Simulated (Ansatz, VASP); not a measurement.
## Sb: VASP beside Ansatz

The input POSCAR:

```
Sb
1.0
    0.0000000000      2.3712425216      2.3712425216
    2.3712425216      0.0000000000      2.3712425216
    2.3712425216      2.3712425216      0.0000000000
Sb
1
Direct
    0.0000000000      0.0000000000      0.0000000000
```

INCAR.step1

```
  ALGO = Normal
  EDIFF = 1E-5
  ENCUT = 520
  GGA = PE
  ISIF = 2
  ISMEAR = -1
  LASPH = True
  LCHARG = False
  LREAL = False
  LWAVE = True
  NBANDS = 8
  NELM = 100
  PREC = Accurate
  SIGMA = 0.05
```

File INCAR.step2:

```
  AEXX = 0.15
  ALGO = Normal
  EDIFF = 1E-6
  ENCUT = 520
  GGA = PE
  HFSCREEN = 0.2
  ISIF = 2
  ISMEAR = -1
  ISTART = 1
  LASPH = True
  LCHARG = False
  LHFCALC = True
  LREAL = False
  LWAVE = False
  NBANDS = 8
  NELM = 100
  PREC = Accurate
  PRECFOCK = Normal
  SIGMA = 0.05
```

File KPOINTS:

```
k-points
0
Gamma
  5 5 5
```

File input.yaml:

```yaml
crystal:
  lattice:
    - [0.0, 2.3712425216, 2.3712425216]
    - [2.3712425216, 0.0, 2.3712425216]
    - [2.3712425216, 2.3712425216, 0.0]
  atoms:
    - { symbol: Sb, position: [0.0, 0.0, 0.0] }
hamiltonian:
  xc: { exchange: pbe, correlation: pbe, exx: { coeff: 0.15, omega: 0.2 } }
  pseudopotentials: { kind: paw }
kpoints:
  mp_grid: { grid: [5, 5, 5] }
scf:
  occupations: { method: fermi_dirac, width: 0.05 }
output:
  forces: true
  stress: true
  eigenvalues: true
  write_density: true
  write_potential: true
  elf: true
  volumetric_format: npy
```

This isn't the form of Sb at room conditions, which is rhombohedral.

Alike in both runs: task single point; functional PBE-based screened hybrid; k mesh 5 × 5 × 5; occupations fermi-dirac, width 0.05 eV; no spin polarisation.

|  | VASP | Ansatz |
| --- | --- | --- |
| version | VASP 6.6.1 | Ansatz 0.2.0 |
| potentials or method | VASP PAW PBE potentials, release 64 (Sb) | Ansatz PAW |
| plane-wave cutoff (eV) | 520 | 420 |
| valence electrons in the cell | 5 | 15 |

|  | VASP | Ansatz | Ansatz less VASP |
| --- | --- | --- | --- |
| gap on the k mesh at the Fermi level (eV) | none | none | - |
| pressure (GPa) | 0.0 | 0.6 | +0.64 |

A gap of «none» marks a metal or a gap that the smearing closes. The two sets of potentials don't hold the same shells in valence.

Caveats: the k mesh is coarse (spacing up to 0.46 Å⁻¹), so the values aren't converged (VASP); the PAW data sets were made with another functional, which shifts forces and pressure a little (VASP); the k mesh is coarse (spacing up to 0.46 Å⁻¹), so the values aren't converged, least of all with exact exchange (Ansatz); the PAW data sets come from PBE, with cores solved anew for the run's functional, which leaves a small shift of forces and pressure (Ansatz); the thresholds are loose for stress (Ansatz). Spin-orbit coupling is left out, which matters for the levels of Sb.
